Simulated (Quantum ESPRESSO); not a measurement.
# MgO (Fm-3m) in Quantum ESPRESSO: a series of runs, part 3 of 4

Quantum ESPRESSO 7.5. Earlier steps stand in the parts before.

## Step 5: Phonons, PBE, target pressure 5 GPa, at which the enthalpy is minimised

The input, pw.in:

```
&CONTROL
  calculation = 'scf'
  prefix = 'pwscf'
  outdir = './tmp'
  pseudo_dir = './pseudo'
  tprnfor = .true.
  tstress = .true.
  disk_io = 'low'
/
&SYSTEM
  ibrav = 0
  nat = 2
  ntyp = 2
  ecutwfc = 45
  ecutrho = 360
  nbnd = 14
  occupations = 'smearing'
  smearing = 'fd'
  degauss = 0.00367493
/
&ELECTRONS
  conv_thr = 4d-10
  electron_maxstep = 120
  mixing_beta = 0.5
/
ATOMIC_SPECIES
Mg    24.3050 mg_pbe_v1.4.uspp.F.UPF
O     15.9990 o_pbe_v1.2.uspp.F.UPF
CELL_PARAMETERS angstrom
   0.0000000000    2.0970013927    2.0970013927
   2.0970013927    0.0000000000    2.0970013927
   2.0970013927    2.0970013927    0.0000000000
ATOMIC_POSITIONS angstrom
Mg     0.0000000000    0.0000000000    0.0000000000
O      2.0970013927    2.0970013927    2.0970013927
K_POINTS automatic
6 6 6 1 1 1
```

The input, relax.in:

```
&CONTROL
  calculation = 'vc-relax'
  prefix = 'pwscf'
  outdir = './tmp'
  pseudo_dir = './pseudo'
  tprnfor = .true.
  tstress = .true.
  disk_io = 'low'
  nstep = 40
  forc_conv_thr = 0.0001
  etot_conv_thr = 1d-06
/
&SYSTEM
  ibrav = 0
  nat = 2
  ntyp = 2
  ecutwfc = 45
  ecutrho = 360
  nbnd = 14
  occupations = 'smearing'
  smearing = 'fd'
  degauss = 0.00367493
/
&ELECTRONS
  conv_thr = 4d-10
  electron_maxstep = 120
  mixing_beta = 0.5
/
&IONS
  ion_dynamics = 'bfgs'
/
&CELL
  cell_dynamics = 'bfgs'
  press = 50
  press_conv_thr = 0.2
/
ATOMIC_SPECIES
Mg    24.3050 mg_pbe_v1.4.uspp.F.UPF
O     15.9990 o_pbe_v1.2.uspp.F.UPF
CELL_PARAMETERS angstrom
   0.0000000000    2.0970013927    2.0970013927
   2.0970013927    0.0000000000    2.0970013927
   2.0970013927    2.0970013927    0.0000000000
ATOMIC_POSITIONS angstrom
Mg     0.0000000000    0.0000000000    0.0000000000
O      2.0970013927    2.0970013927    2.0970013927
K_POINTS automatic
6 6 6 1 1 1
```

The input, scf2.in:

```
&CONTROL
  calculation = 'scf'
  prefix = 'pwscf'
  outdir = './tmp'
  pseudo_dir = './pseudo'
  tprnfor = .true.
  tstress = .true.
  disk_io = 'low'
/
&SYSTEM
  ibrav = 0
  nat = 2
  ntyp = 2
  ecutwfc = 45
  ecutrho = 360
  nbnd = 14
  occupations = 'fixed'
/
&ELECTRONS
  conv_thr = 1d-13
  electron_maxstep = 120
  mixing_beta = 0.5
  startingpot = 'file'
  startingwfc = 'file'
/
ATOMIC_SPECIES
Mg    24.3050 mg_pbe_v1.4.uspp.F.UPF
O     15.9990 o_pbe_v1.2.uspp.F.UPF
CELL_PARAMETERS angstrom
   0.0000000000    2.1050621653    2.1050621653
   2.1050621653    0.0000000000    2.1050621653
   2.1050621653    2.1050621653    0.0000000000
ATOMIC_POSITIONS angstrom
Mg     0.0000000000    0.0000000000    0.0000000000
O      2.1050621653    2.1050621653    2.1050621653
K_POINTS automatic
6 6 6 1 1 1
```

The input, ph.in:

```
phonons of MgO
&INPUTPH
  prefix = 'pwscf'
  outdir = './tmp'
  tr2_ph = 1d-18
  fildyn = 'dyn'
  niter_ph = 90
  alpha_mix(1) = 0.7
  epsil = .true.
/
0.0000000000 0.0000000000 0.0000000000
```

The input, dynmat.in:

```
&INPUT
  fildyn = 'dyn'
  asr = 'crystal'
  lperm = .true.
  filout = 'dynmat.disp'
  fileig = 'dynmat.eig'
/
```

The input, dynmat_lo.in:

```
&INPUT
  fildyn = 'dyn'
  asr = 'crystal'
  filout = 'dynmat_lo.disp'
  fileig = 'dynmat_lo.eig'
  q(1) = 0
  q(2) = 0
  q(3) = 1
/
```

Potentials or basis: GBRV 1.5 PBE.

Run with:

```sh
$ OMP_NUM_THREADS=1 pw.x -in pw.in > pw.out
$ OMP_NUM_THREADS=1 pw.x -in relax.in > relax.out
$ OMP_NUM_THREADS=1 pw.x -in scf2.in > scf2.out
$ OMP_NUM_THREADS=1 ph.x -in ph.in > ph.out
$ OMP_NUM_THREADS=1 dynmat.x -in dynmat.in > dynmat.out
$ OMP_NUM_THREADS=1 dynmat.x -in dynmat_lo.in > dynmat_lo.out
```

pw.out:

```text
This program is part of the open-source Quantum ESPRESSO suite
     for quantum simulation of materials; please cite
[... 9 lines left out ...]
     --------------------
     sticks:   dense  smooth     PW     G-vecs:    dense   smooth      PW
     Sum         769     379    127                14331     5029     965

     Using Slab Decomposition

     bravais-lattice index     =            0
     lattice parameter (alat)  =       5.6042  a.u.
     unit-cell volume          =     124.4580 (a.u.)^3
     number of atoms/cell      =            2
     number of atomic types    =            2
     number of electrons       =        16.00
     number of Kohn-Sham states=           14
     kinetic-energy cutoff     =      45.0000  Ry
     charge density cutoff     =     360.0000  Ry
     scf convergence threshold =      4.0E-10
     mixing beta               =       0.5000
     number of iterations used =            8  plain     mixing
     Exchange-correlation= SLA  PW   PBE  PBE
                           (   1   4   3   4   0   0   0)

     celldm(1)=   5.604187  celldm(2)=   0.000000  celldm(3)=   0.000000
     celldm(4)=   0.000000  celldm(5)=   0.000000  celldm(6)=   0.000000

     crystal axes: (cart. coord. in units of alat)
               a(1) = (   0.000000   0.707107   0.707107 )
               a(2) = (   0.707107   0.000000   0.707107 )
               a(3) = (   0.707107   0.707107   0.000000 )

     reciprocal axes: (cart. coord. in units 2 pi/alat)
               b(1) = ( -0.707107  0.707107  0.707107 )
               b(2) = (  0.707107 -0.707107  0.707107 )
               b(3) = (  0.707107  0.707107 -0.707107 )

     PseudoPot. # 1 for Mg read from file:
     mg_pbe_v1.4.uspp.F.UPF
     Pseudo is Ultrasoft, Zval = 10.0
     Generated by new atomic code, or converted to UPF format
     Using radial grid of  821 points,  7 beta functions with:
                l(1) =   0
                l(2) =   0
                l(3) =   0
                l(4) =   1
                l(5) =   1
                l(6) =   2
                l(7) =   2
     Q(r) pseudized with  8 coefficients,  rinner =    1.200   1.200   1.200
                                                       1.200   1.200

     PseudoPot. # 2 for O  read from file:
     o_pbe_v1.2.uspp.F.UPF
     Pseudo is Ultrasoft + core correction, Zval =  6.0
     Generated by new atomic code, or converted to UPF format
     Using radial grid of  737 points,  5 beta functions with:
                l(1) =   0
                l(2) =   0
                l(3) =   1
                l(4) =   1
                l(5) =   2
     Q(r) pseudized with  8 coefficients,  rinner =    0.900   0.900   0.900
                                                       0.900   0.900

     atomic species   valence    mass     pseudopotential
     Mg               10.00    24.30500     Mg( 1.00)
     O                 6.00    15.99900     O ( 1.00)

     48 Sym. Ops., with inversion, found

   Cartesian axes

     site n.     atom                  positions (alat units)
         1        Mg     tau(   1) = (   0.0000000   0.0000000   0.0000000  )
         2        O      tau(   2) = (   0.7071068   0.7071068   0.7071068  )

     number of k points=    28  Fermi-Dirac smearing, width (Ry)=  0.0037
                       cart. coord. in units 2pi/alat
        k(    1) = (   0.0589256   0.0589256   0.0589256), wk =   0.0185185
        k(    2) = (   0.1767767   0.1767767  -0.0589256), wk =   0.0555556
        k(    3) = (   0.2946278   0.2946278  -0.1767767), wk =   0.0555556
        k(    4) = (  -0.2946278  -0.2946278   0.4124790), wk =   0.0555556
        k(    5) = (  -0.1767767  -0.1767767   0.2946278), wk =   0.0555556
        k(    6) = (  -0.0589256  -0.0589256   0.1767767), wk =   0.0555556
[... 20 lines left out ...]
        k(   27) = (   0.2946278   0.2946278   0.2946278), wk =   0.0185185
        k(   28) = (  -0.2946278  -0.2946278   0.8838835), wk =   0.0555556

     Dense  grid:    14331 G-vectors     FFT dimensions: (  36,  36,  36)

     Smooth grid:     5029 G-vectors     FFT dimensions: (  24,  24,  24)

     Check: negative core charge=   -0.000002

     Initial potential from superposition of free atoms

     starting charge      15.6998, renormalised to      16.0000
     Starting wfcs are    9 randomized atomic wfcs +    5 random wfcs

     Self-consistent Calculation

     iteration #  1     ecut=    45.00 Ry     beta= 0.50
     Davidson diagonalization with overlap
     ethr =  1.00E-02,  avg # of iterations =  5.5

     total energy              =    -157.76459922 Ry
     estimated scf accuracy    <       0.37660983 Ry
[... 50 lines left out ...]
     iteration #  9     ecut=    45.00 Ry     beta= 0.50
     Davidson diagonalization with overlap
     ethr =  5.38E-12,  avg # of iterations =  1.9

     End of self-consistent calculation

          k = 0.0589 0.0589 0.0589 (   624 PWs)   bands (ev):

   -64.2862 -31.0366 -31.0310 -31.0310  -9.2239   7.5118   7.9330   7.9330
    13.3277  22.9168  24.0557  24.0557  29.0854  29.0897
[... 73 lines left out ...]
   -64.2747 -31.1047 -31.0627 -31.0592  -7.7412   3.9746   6.4329   6.6653
    17.4038  18.3424  21.1683  26.9759  27.0203  33.9787

          k =-0.5303 0.1768-0.0589 (   641 PWs)   bands (ev):

   -64.2761 -31.0976 -31.0626 -31.0533  -7.8792   4.2830   6.2158   6.7820
    18.1186  18.8365  21.3419  25.7460  27.2715  32.6711

          k =-0.4125 0.0589 0.0589 (   631 PWs)   bands (ev):
[... 51 lines left out ...]
   -64.2767 -31.1115 -31.0549 -31.0425  -7.8674   3.7260   6.3879   7.1869
    17.1531  20.4892  22.3500  25.1314  28.8418  30.4954

     the Fermi energy is     9.6625 ev

!    total energy              =    -157.87227466 Ry
     estimated scf accuracy    <          5.8E-12 Ry
     smearing contrib. (-TS)   =      -0.00000000 Ry
     internal energy E=F+TS    =    -157.87227466 Ry

     The total energy is F=E-TS. E is the sum of the following terms:
     one-electron contribution =     -86.27747254 Ry
     hartree contribution      =      48.08605657 Ry
     xc contribution           =     -24.50609301 Ry
     ewald contribution        =     -95.17476569 Ry

     convergence has been achieved in   9 iterations

     Forces acting on atoms (cartesian axes, Ry/au):

     atom    1 type  1   force =    -0.00000000   -0.00000000    0.00000000
     atom    2 type  2   force =     0.00000000    0.00000000   -0.00000000

     Total force =     0.000000     Total SCF correction =     0.000000

     Computing stress (Cartesian axis) and pressure

          total   stress  (Ry/bohr**3)                   (kbar)     P=       69.80
   0.00047451   0.00000000  -0.00000000           69.80        0.00       -0.00
  -0.00000000   0.00047451  -0.00000000           -0.00       69.80       -0.00
  -0.00000000  -0.00000000   0.00047451           -0.00       -0.00       69.80

=------------------------------------------------------------------------------=
   JOB DONE.
=------------------------------------------------------------------------------=
```

Run time: 70 s. Hardware: 1 thread of Intel Xeon 6975P-C (Granite Rapids), shared host; peak memory 0.11 GiB.

Results:

```
Free energy                                             : -2147.9700 eV
Relaxed volume                                          : 9.33 Å³/atom
Relaxed cell                                            : a = 2.977 Å, b = 2.977 Å, c = 2.977 Å, α = 60.00°, β = 60.00°, γ = 60.00°
Space group after relaxing (to 0.05 Å)                  : Fm-3m (No. 225)
Pressure after relaxing                                 : 5.0 GPa
Electronic dielectric tensor (diagonal)                 : 3.20
Born charges (mean of the diagonal)                     : Mg +1.99; O -1.99 e
Highest phonon frequency at Γ, LO-TO splitting left out : 395 cm⁻¹
Static dielectric tensor (diagonal)                     : 10.11
```

The path:
```tsv
step	energy change (eV)	largest force (eV/Å)	pressure (GPa)	volume (Å³)
1	0.0000	0.0000	6.98	18.44
2	-0.0071	0.0000	5.24	18.63
3	-0.0080	0.0000	5.00	18.66
4	-0.0080	0.0000	5.00	18.66
```

Final structure:
```
Mg O
1.0
     0.00000    2.10506    2.10506
     2.10506    0.00000    2.10506
     2.10506    2.10506    0.00000
Mg O
1 1
Direct
  0.00000 0.00000 0.00000
  0.50000 0.50000 0.50000
```

Levels at points of the mesh, in eV from the valence-band top:
```
           k point  band 6  band 7  band 8  band 9  band 10  band 11
(0.08, 0.08, 0.08)   -0.42    0.00    0.00    5.28    14.92    16.05
```

Phonon frequencies in cm⁻¹ (negative: imaginary):
| q point | frequencies |
| --- | --- |
| (0.000, 0.000, 0.000) | -3 -3 -3 395 395 395 |

Electronic dielectric tensor:
```
3.20 0.00 0.00
0.00 3.20 0.00
0.00 0.00 3.20
```

Born effective charge tensors (e):
atom 1, Mg
```
1.99 0.00 0.00
0.00 1.99 0.00
0.00 0.00 1.99
```
atom 2, O
```
-1.99  0.00  0.00
 0.00 -1.99  0.00
 0.00  0.00 -1.99
```

Optical modes at Γ, degenerate ones joined, polar ones without the macroscopic field:
```tsv
cm⁻¹	components	symmetry	active in	IR intensity, summed ((D/Å)²/amu)
395	3	T1u	IR	28.36
```

Zone-centre frequencies without and with the macroscopic field along z (cm⁻¹):
```csv
,optical modes in rising order
without,395 395 395
with the field,395 395 703
```

Static dielectric tensor, electrons and zone-centre modes:
```
10.11  0.00  0.00
 0.00 10.11  0.00
 0.00  0.00 10.11
```

Caveat: the cell is more than 3 GPa from zero pressure, which shifts response properties.

## Step 6: Phonons, PBE, target pressure 10 GPa, at which the enthalpy is minimised

pw.in is that of step 5.

Changes to relax.in since step 5:

```diff
@@ -33,3 +33,3 @@
   cell_dynamics = 'bfgs'
-  press = 50
+  press = 100
   press_conv_thr = 0.2
```

Changes to scf2.in since step 5:

```diff
@@ -29,8 +29,8 @@
 CELL_PARAMETERS angstrom
-   0.0000000000    2.1050621653    2.1050621653
-   2.1050621653    0.0000000000    2.1050621653
-   2.1050621653    2.1050621653    0.0000000000
+   0.0000000000    2.0854267375    2.0854267375
+   2.0854267375    0.0000000000    2.0854267375
+   2.0854267375    2.0854267375    0.0000000000
 ATOMIC_POSITIONS angstrom
 Mg     0.0000000000    0.0000000000    0.0000000000
-O      2.1050621653    2.1050621653    2.1050621653
+O      2.0854267375    2.0854267375    2.0854267375
 K_POINTS automatic
```

ph.in is that of step 5.

dynmat.in is that of step 5.

dynmat_lo.in is that of step 5.

Potentials or basis: GBRV 1.5 PBE.

Run with:

```sh
$ OMP_NUM_THREADS=1 pw.x -in pw.in > pw.out
$ OMP_NUM_THREADS=1 pw.x -in relax.in > relax.out
$ OMP_NUM_THREADS=1 pw.x -in scf2.in > scf2.out
$ OMP_NUM_THREADS=1 ph.x -in ph.in > ph.out
$ OMP_NUM_THREADS=1 dynmat.x -in dynmat.in > dynmat.out
$ OMP_NUM_THREADS=1 dynmat.x -in dynmat_lo.in > dynmat_lo.out
```

pw.out:

```text
This program is part of the open-source Quantum ESPRESSO suite
     for quantum simulation of materials; please cite
[... 9 lines left out ...]
     --------------------
     sticks:   dense  smooth     PW     G-vecs:    dense   smooth      PW
     Sum         769     379    127                14331     5029     965

     Using Slab Decomposition

     bravais-lattice index     =            0
     lattice parameter (alat)  =       5.6042  a.u.
     unit-cell volume          =     124.4580 (a.u.)^3
     number of atoms/cell      =            2
     number of atomic types    =            2
     number of electrons       =        16.00
     number of Kohn-Sham states=           14
     kinetic-energy cutoff     =      45.0000  Ry
     charge density cutoff     =     360.0000  Ry
     scf convergence threshold =      4.0E-10
     mixing beta               =       0.5000
     number of iterations used =            8  plain     mixing
     Exchange-correlation= SLA  PW   PBE  PBE
                           (   1   4   3   4   0   0   0)

     celldm(1)=   5.604187  celldm(2)=   0.000000  celldm(3)=   0.000000
     celldm(4)=   0.000000  celldm(5)=   0.000000  celldm(6)=   0.000000

     crystal axes: (cart. coord. in units of alat)
               a(1) = (   0.000000   0.707107   0.707107 )
               a(2) = (   0.707107   0.000000   0.707107 )
               a(3) = (   0.707107   0.707107   0.000000 )

     reciprocal axes: (cart. coord. in units 2 pi/alat)
               b(1) = ( -0.707107  0.707107  0.707107 )
               b(2) = (  0.707107 -0.707107  0.707107 )
[... 80 lines left out ...]

     starting charge      15.6998, renormalised to      16.0000
     Starting wfcs are    9 randomized atomic wfcs +    5 random wfcs

     Self-consistent Calculation

     iteration #  1     ecut=    45.00 Ry     beta= 0.50
     Davidson diagonalization with overlap
     ethr =  1.00E-02,  avg # of iterations =  5.5

     total energy              =    -157.76459922 Ry
     estimated scf accuracy    <       0.37660983 Ry
[... 50 lines left out ...]
     iteration #  9     ecut=    45.00 Ry     beta= 0.50
     Davidson diagonalization with overlap
     ethr =  5.38E-12,  avg # of iterations =  1.9

     End of self-consistent calculation

          k = 0.0589 0.0589 0.0589 (   624 PWs)   bands (ev):

   -64.2862 -31.0366 -31.0310 -31.0310  -9.2239   7.5118   7.9330   7.9330
    13.3277  22.9168  24.0557  24.0557  29.0854  29.0897
[... 73 lines left out ...]
   -64.2747 -31.1047 -31.0627 -31.0592  -7.7412   3.9746   6.4329   6.6653
    17.4038  18.3424  21.1683  26.9759  27.0203  33.9787

          k =-0.5303 0.1768-0.0589 (   641 PWs)   bands (ev):

   -64.2761 -31.0976 -31.0626 -31.0533  -7.8792   4.2830   6.2158   6.7820
    18.1186  18.8365  21.3419  25.7460  27.2715  32.6711

          k =-0.4125 0.0589 0.0589 (   631 PWs)   bands (ev):
[... 51 lines left out ...]
   -64.2767 -31.1115 -31.0549 -31.0425  -7.8674   3.7260   6.3879   7.1869
    17.1531  20.4892  22.3500  25.1314  28.8418  30.4954

     the Fermi energy is     9.6625 ev

!    total energy              =    -157.87227466 Ry
     estimated scf accuracy    <          5.8E-12 Ry
     smearing contrib. (-TS)   =      -0.00000000 Ry
     internal energy E=F+TS    =    -157.87227466 Ry

     The total energy is F=E-TS. E is the sum of the following terms:
     one-electron contribution =     -86.27747254 Ry
     hartree contribution      =      48.08605657 Ry
     xc contribution           =     -24.50609301 Ry
     ewald contribution        =     -95.17476569 Ry

     convergence has been achieved in   9 iterations

     Forces acting on atoms (cartesian axes, Ry/au):

     atom    1 type  1   force =     0.00000000    0.00000000   -0.00000000
     atom    2 type  2   force =    -0.00000000   -0.00000000    0.00000000

     Total force =     0.000000     Total SCF correction =     0.000000

     Computing stress (Cartesian axis) and pressure

          total   stress  (Ry/bohr**3)                   (kbar)     P=       69.80
   0.00047451  -0.00000000   0.00000000           69.80       -0.00        0.00
  -0.00000000   0.00047451  -0.00000000           -0.00       69.80       -0.00
  -0.00000000  -0.00000000   0.00047451           -0.00       -0.00       69.80

=------------------------------------------------------------------------------=
   JOB DONE.
=------------------------------------------------------------------------------=
```

scf2.out:

```text
This program is part of the open-source Quantum ESPRESSO suite
     for quantum simulation of materials; please cite
[... 9 lines left out ...]
     --------------------
     sticks:   dense  smooth     PW     G-vecs:    dense   smooth      PW
     Sum         769     379    121                14163     5029     941
[... 303 lines left out ...]
   0.00068154  -0.00000000  -0.00000000          100.26       -0.00       -0.00
  -0.00000000   0.00068154  -0.00000000           -0.00      100.26       -0.00
  -0.00000000  -0.00000000   0.00068154           -0.00       -0.00      100.26

=------------------------------------------------------------------------------=
   JOB DONE.
=------------------------------------------------------------------------------=
```

Run time: 75 s. Hardware: 1 thread of Intel Xeon 6975P-C (Granite Rapids), shared host; peak memory 0.12 GiB.

What came out:

| Item | Value |
| --- | --- |
| Free energy | -2147.9453 eV |
| Relaxed volume | 9.07 Å³/atom |
| Relaxed cell | a = 2.949 Å, b = 2.949 Å, c = 2.949 Å, α = 60.00°, β = 60.00°, γ = 60.00° |
| Space group after relaxing (to 0.05 Å) | Fm-3m (No. 225) |
| Pressure after relaxing | 10.0 GPa |
| Electronic dielectric tensor (diagonal) | 3.17 |
| Born charges (mean of the diagonal) | Mg +1.98; O -1.98 e |
| Highest phonon frequency at Γ, LO-TO splitting left out | 422 cm⁻¹ |
| Static dielectric tensor (diagonal) | 9.35 |

Step by step:
```tsv
step	energy change (eV)	largest force (eV/Å)	pressure (GPa)	volume (Å³)
1	0.0000	0.0000	6.98	18.44
2	0.0147	0.0000	9.78	18.16
3	0.0161	0.0000	10.01	18.14
4	0.0161	0.0000	10.00	18.14
```

Final structure:
```
Mg O
1.0
     0.00000    2.08543    2.08543
     2.08543    0.00000    2.08543
     2.08543    2.08543    0.00000
Mg O
1 1
Direct
  0.00000 0.00000 0.00000
  0.50000 0.50000 0.50000
```

Phonon frequencies in cm⁻¹ (negative: imaginary):
```csv
q point,frequencies
"(0.000, 0.000, 0.000)",-1 -1 -1 422 422 422
```

Electronic dielectric tensor:
```
3.17 0.00 0.00
0.00 3.17 0.00
0.00 0.00 3.17
```

Born effective charge tensors (e):
atom 1, Mg
```
1.98 0.00 0.00
0.00 1.98 0.00
0.00 0.00 1.98
```
atom 2, O
```
-1.98  0.00  0.00
 0.00 -1.98  0.00
 0.00  0.00 -1.98
```

Optical modes at Γ, degenerate ones joined, polar ones without the macroscopic field:
```csv
cm⁻¹,components,symmetry,active in,"IR intensity, summed ((D/Å)²/amu)"
422,3,T1u,IR,28.04
```

Zone-centre frequencies without and with the macroscopic field along z (cm⁻¹):
```
                optical modes in rising order
       without                    422 422 422
with the field                    422 422 724
```

Static dielectric tensor, electrons and zone-centre modes:
```
9.35 0.00 0.00
0.00 9.35 0.00
0.00 0.00 9.35
```

Caveat: the cell is more than 3 GPa from zero pressure, which shifts response properties.

(Continued in part 4 of 4.)
